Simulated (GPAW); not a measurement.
A run of GPAW 26.7.0 is set up as follows.

The input run.py:

```python
from ase.dft.bandgap import bandgap
from ase.io import read, write
from gpaw import GPAW, PW
from gpaw.response.df import DielectricFunction

atoms = read('WS2.xyz')

calc = GPAW(mode=PW(500),
            xc='LDA',
            kpts={'size': (8, 8, 2), 'gamma': True},
            occupations={'name': 'fermi-dirac', 'width': 0.001},
            setups={'W': ':d,4.0'},
            nbands=25,
            convergence={'density': 1e-06},
            maxiter=150,
            txt='gpaw.txt')
atoms.calc = calc
energy = atoms.get_potential_energy()
calc.write('gs.gpw')
write('result.traj', atoms)
print(f'Energy: {energy:.6f} eV')
print('Fermi level:', round(calc.get_fermi_level(), 4), 'eV')
print(f'Gap: {bandgap(calc)[0]:.4f} eV, direct: {bandgap(calc, direct=True)[0]:.4f} eV')

dense = calc.fixed_density(kpts={'size': (13, 13, 3), 'gamma': True},
                           nbands=49, convergence={'bands': 43, 'eigenstates': 1e-7},
                           update_fermi_level=True, txt='dense.txt')
dense.write('dense.gpw', mode='all')

df = DielectricFunction('dense.gpw', frequencies={'type': 'nonlinear', 'domega0': 0.05, 'omega2': 10},
                        eta=0.1, ecut=50, nbands=43, intraband=False, txt='df.txt')
for direction in ['x', 'z']:
    df.get_dielectric_function(xc='RPA', direction=direction, filename=f'df_{direction}.csv')
    e0, e = df.get_macroscopic_dielectric_constant(xc='RPA', direction=direction)
    print(f'{direction}: static eps {e0:.4f} without, {e:.4f} with local fields')
```

The input WS2.xyz:

```xyz
3
Lattice="3.1835163552 0.0000000000 0.0000000000 -1.5917581776 2.7570060369 0.0000000000 0.0000000000 0.0000000000 16.9505778900" Properties=species:S:1:pos:R:3 pbc="T T T"
W      0.0000000000      0.0000000000      0.0000000000
S     -0.0000000002      1.8380040247      1.5594618107
S     -0.0000000002      1.8380040247     15.3911160793
```

Potentials or basis: the program's PAW data sets (release 1.2.1) made for this functional, pw.

Command:

```console
$ OMP_NUM_THREADS=1 python run.py
```

(1) What does it give for the band gap on the k mesh?

## Answers

(1) 2.00 eV, indirect (least direct gap 2.09 eV).

Caveat: the long-wavelength limit can be off by several per cent where d states take part; response on these states lacks terms of the Hamiltonian; independent-particle spectra lack excitons; spin-orbit coupling is left out, which moves the levels of the heavy elements.
